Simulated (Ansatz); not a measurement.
System: chalcopyrite CuInS₂. Method: PBE+SOC in Ansatz (plane waves, PAW).

Settings: plane-wave cutoff 520 eV, 10×10×10 k mesh, Fermi–Dirac smearing 0.01 eV, PAW data made under PBE.

Shape and atoms are relaxed at each volume.

Pressure at four volumes; x = ln(V/21.823 Å³). One pressure is withheld.

```
V (Å³/atom)        x  P (GPa)
-----------  -------  -------
20.950       -0.0408        ?
21.387       -0.0202     1.38
21.823        0.0000     0.00
22.696        0.0392    -2.30
```

Question: Pass a parabola P(x) through the three rows shown, estimate the bulk modulus and its pressure derivative near zero pressure, and predict the withheld pressure.

Answer: Slopes between the rows: (0.00 − (1.38))/(0.0000 − (-0.0202)) = -68.32 and (-2.30 − (0.00))/(0.0392 − (0.0000)) = -58.67 GPa. Their difference over the span 0.0594 is c = 9.65/0.0594 = 162.5 GPa, so P(x) = 1.38 + (-68.32)(x − (-0.0202)) + 162.5 (x − (-0.0202))(x − (0.0000)). At the middle row B = −dP/dx = −[-68.32 + 162.5 × 0.0202] = 65.0 GPa, and B′ = dB/dP = 2c/B = 5.0. At x = -0.0408 the parabola gives 2.92 GPa; the run gives 2.93 GPa. The Birch–Murnaghan fit to the energies at all volumes has B0 = 64.8 GPa and B′ = 4.9.

Note: the bulk modulus comes from volumes at which shape and atoms were relaxed.

Ansatz is a program for electronic structure.
